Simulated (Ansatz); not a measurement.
System: TlCl (CsCl type), 2 atoms in the cell.

```
CELL_PARAMETERS angstrom
3.90000 0.00000 0.00000
0.00000 3.90000 0.00000
0.00000 0.00000 3.90000
ATOMIC_POSITIONS crystal
Tl 0.00000 0.00000 0.00000
Cl 0.50000 0.50000 0.50000
```

These are results of PBE, all-electron LAPW, scalar-relativistic with a first-order correction to Dirac's equation for the inner shells Cl 2p, Tl 4p, Tl 4d, Tl 4f and those below them, point nucleus (Ansatz 0.2.0 development build), not measurements.

k-mesh 6×6×6 Γ-centred; Fermi–Dirac smearing of 0.02 eV; no spin polarisation; no spin–orbit coupling.

(1) How large is the gap on this mesh, is it direct, and where do the band edges lie (fractions of the reciprocal vectors of this cell)?

(2) List the levels near the gap at (0.000, 0.000, 0.000), (0.000, 0.000, 0.167), (0.000, 0.000, -0.500), (0.000, 0.167, 0.333), in eV from the top of the valence band (v1 is the highest filled band, c1 the lowest empty one).

Answers

(1) 2.20 eV, direct at (0.000, 0.000, -0.500).

(2) 
```json
{"k": "(0.000, 0.000, 0.000)", "v4": "-4.44", "v3": "-1.30", "v2": "-1.30", "v1": "-1.30", "c1": "7.64", "c2": "7.64", "c3": "7.64"}
{"k": "(0.000, 0.000, 0.167)", "v4": "-4.62", "v3": "-1.21", "v2": "-1.21", "v1": "-1.12", "c1": "5.58", "c2": "7.36", "c3": "7.36"}
{"k": "(0.000, 0.000, -0.500)", "v4": "-5.15", "v3": "-0.91", "v2": "-0.91", "v1": "0.00", "c1": "2.20", "c2": "6.55", "c3": "6.55"}
{"k": "(0.000, 0.167, 0.333)", "v4": "-4.80", "v3": "-1.70", "v2": "-0.98", "v1": "-0.37", "c1": "3.60", "c2": "5.93", "c3": "7.00"}
```

A gap read on the mesh is an upper bound of this method's gap, since the mesh can miss a band edge. Spin–orbit coupling is left out; with heavy elements it can shift the gap and split levels by tenths of an eV. Semilocal functionals give gaps that mostly lie well below measured ones.
